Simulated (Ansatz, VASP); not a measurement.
Two plane-wave programs on CaSe

File INCAR:

```
  PREC = Accurate
  ENCUT = 600
  EDIFF = 1E-6
  ISMEAR = -1
  SIGMA = 0.05
  LREAL = False
  LASPH = True
  NELM = 60
  ALGO = Normal
  ISIF = 3
  LWAVE = False
  LCHARG = False
  GGA = PE
  IBRION = 2
  NSW = 60
  EDIFFG = -0.01
```

File KPOINTS:

```
regular mesh
0
Gamma
  5 5 5
```

POSCAR

```
CaSe
1.0
    0.0000000000      3.3000000000      3.3000000000
    3.3000000000      0.0000000000      3.3000000000
    3.3000000000      3.3000000000      0.0000000000
Se Ca
1 1
Direct
    0.2500000000      0.2500000000      0.2500000000
    0.0000000000      0.0000000000      0.0000000000
```

Contents of input.yaml:

```yaml
crystal:
  lattice:
    - [0.0, 3.3, 3.3]
    - [3.3, 0.0, 3.3]
    - [3.3, 3.3, 0.0]
  atoms:
    - { symbol: Se, position: [0.25, 0.25, 0.25] }
    - { symbol: Ca, position: [0.0, 0.0, 0.0] }
hamiltonian:
  xc: pbe
  pseudopotentials: { kind: paw }
kpoints:
  mp_grid: { grid: [5, 5, 5] }
scf:
  occupations: { method: fermi_dirac, width: 0.05 }
output:
  forces: true
  stress: true
  eigenvalues: true
  write_density: true
  write_potential: true
  elf: true
  volumetric_format: npy
relax:
  f_tol: 0.01
  max_steps: 40
  cell: { stress_tol: 0.05 }
```

The cell comes from a database or a generator and needn't be the stable form of this composition.

Alike in both runs: task relaxation of cell and atoms; functional PBE; k mesh 5 × 5 × 5; occupations fermi-dirac, width 0.05 eV; no spin polarisation.

|  | VASP | Ansatz |
| --- | --- | --- |
| version | VASP 6.6.1 | Ansatz 0.2.0 |
| potentials or method | VASP PAW PBE potentials, release 64 (Se, Ca_sv) | Ansatz PAW |
| plane-wave cutoff (eV) | 600 | 420 |
| valence electrons in the cell | 16 | 26 |

Ansatz gave:

* gap on the k mesh at the Fermi level, each at its own relaxed structure (eV): 3.17
* relaxed volume (Å³/atom): 35.72
* relaxed cell length with the largest relative difference (Å): 4.657

Estimate VASP's values.

gap on the k mesh at the Fermi level, each at its own relaxed structure (eV): 3.16; relaxed volume (Å³/atom): 35.87; relaxed cell length with the largest relative difference (Å): 4.664.

The two sets of potentials don't hold the same shells in valence.

Caveats: an odd mesh through Γ misses points on the zone boundary, where band edges often lie (VASP); odd divisions of the mesh miss points on the zone boundary, where band edges often lie, so the gap on the mesh can be too wide (Ansatz); the plane-wave basis is chosen anew once the cell has moved, so the energies of steps on either side of that aren't comparable (Ansatz). PBE gaps usually lie below the measured ones, often by a third to a half.
